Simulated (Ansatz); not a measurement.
Stackings of close-packed layers of SiC (tetrahedral net, letters for double layers), each relaxed to a stress under 0.05 GPa; h and k mark layers whose two neighbours have the same or different letters; energies count from the stacking AB (P6_3mc).

The calculation used DFT PBE, scalar-relativistic, plane waves, PAW (Ansatz 0.2.0).

Plane waves to 420 eV, a k mesh through Γ of 12×12×2 on the computed 14-atom cell and Gaussian smearing (0.02 eV); no spin polarisation.

Start (ABCACBC (kkkhkhk)):

```
CELL_PARAMETERS angstrom
3.09194 0.00000 0.00000
-1.54597 2.67770 0.00000
0.00000 0.00000 17.76002
ATOMIC_POSITIONS crystal
Si 0.00000 0.00000 0.00000
C 0.00000 0.00000 0.10714
Si 0.33333 0.66667 0.14286
C 0.33333 0.66667 0.25000
Si 0.66667 0.33333 0.28571
C 0.66667 0.33333 0.39286
Si 0.00000 0.00000 0.42857
C 0.00000 0.00000 0.53571
Si 0.66667 0.33333 0.57143
C 0.66667 0.33333 0.67857
Si 0.33333 0.66667 0.71429
C 0.33333 0.66667 0.82143
Si 0.66667 0.33333 0.85714
C 0.66667 0.33333 0.96429
```

**Question.** Relax it.

**Answer.** The free energy falls by 0 meV/atom.

| Quantity | Value |
| --- | --- |
| excess energy (meV/atom) | -3.3 |
| spacing of like layers (Å) | 2.531 |
| a (Å) | 3.095 |
| gap on the mesh (eV) | 1.67 |

Relaxed structure:
```yaml
crystal:
  lattice:
    - [3.09526, 0.00000, 0.00000]
    - [-1.54763, 2.68057, 0.00000]
    - [0.00000, 0.00000, 17.71599]
  atoms:
    - { symbol: Si, position: [0.00000, 0.00000, 0.00001] }
    - { symbol: C, position: [0.00000, 0.00000, 0.10717] }
    - { symbol: Si, position: [0.33333, 0.66667, 0.14276] }
    - { symbol: C, position: [0.33333, 0.66667, 0.24993] }
    - { symbol: Si, position: [0.66667, 0.33333, 0.28550] }
    - { symbol: C, position: [0.66667, 0.33333, 0.39263] }
    - { symbol: Si, position: [0.00000, 0.00000, 0.42847] }
    - { symbol: C, position: [0.00000, 0.00000, 0.53591] }
    - { symbol: Si, position: [0.66667, 0.33333, 0.57138] }
    - { symbol: C, position: [0.66667, 0.33333, 0.67847] }
    - { symbol: Si, position: [0.33333, 0.66667, 0.71434] }
    - { symbol: C, position: [0.33333, 0.66667, 0.82177] }
    - { symbol: Si, position: [0.66667, 0.33333, 0.85727] }
    - { symbol: C, position: [0.66667, 0.33333, 0.96439] }
```

The run took 5.4 min on 1 thread of AMD EPYC (Zen 3), with other jobs on the host, peak memory 0.5 GiB.